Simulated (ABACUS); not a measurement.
Os under changes of volume

One of the cells (13.982 Å³/atom); the others are scaled copies at fixed shape and fractional positions:

```
Os
1.0
     2.73410    0.00000    0.00000
    -1.36705    2.36780    0.00000
     0.00000    0.00000    4.31970
Os
2
Direct
  0.66667 0.33333 0.75000
  0.33333 0.66667 0.25000
```

```yaml
Program: ABACUS 3.10.1
Functional: LDA
Potentials_or_basis: GBRV ultrasoft 1.5 LDA
Cutoff: 544 eV
Density_cutoff: 4354 eV
Basis: plane waves
k_mesh: 9 × 9 × 5
Occupations: fermi-dirac, width 0.05 eV
Spin: no spin polarisation
```

| volume (Å³/atom) | energy over the lowest point (meV/atom) | pressure (GPa) |
| --- | --- | --- |
| 13.143 | 33.50 | 20.1 |
| 13.423 | 7.76 | 9.2 |
| 13.703 | 0.00 | -0.5 |
| 13.982 | ? | ? |
| 14.262 | 30.54 | -16.8 |
| 14.542 | 65.56 | -23.6 |
| 14.821 | 111.76 | -29.6 |

What does the run at 13.982 Å³/atom give?

Energy over the lowest point 8.17 meV/atom; pressure -9.1 GPa.

Worked out: A Birch-Murnaghan fit of order 3 (a polynomial in V^(-2/3)) to the other rows has its minimum at 13.69 Å³/atom with B0 = V·E''(V) = 448 GPa and B' = 4.7 at fixed shape and positions, which overstates the stiffness. It gives 8.14 meV/atom at 13.982 Å³/atom, against the run's 8.17, and -dE/dV = -8.9 GPa, against -9.1.

Energies are extrapolated to zero smearing.
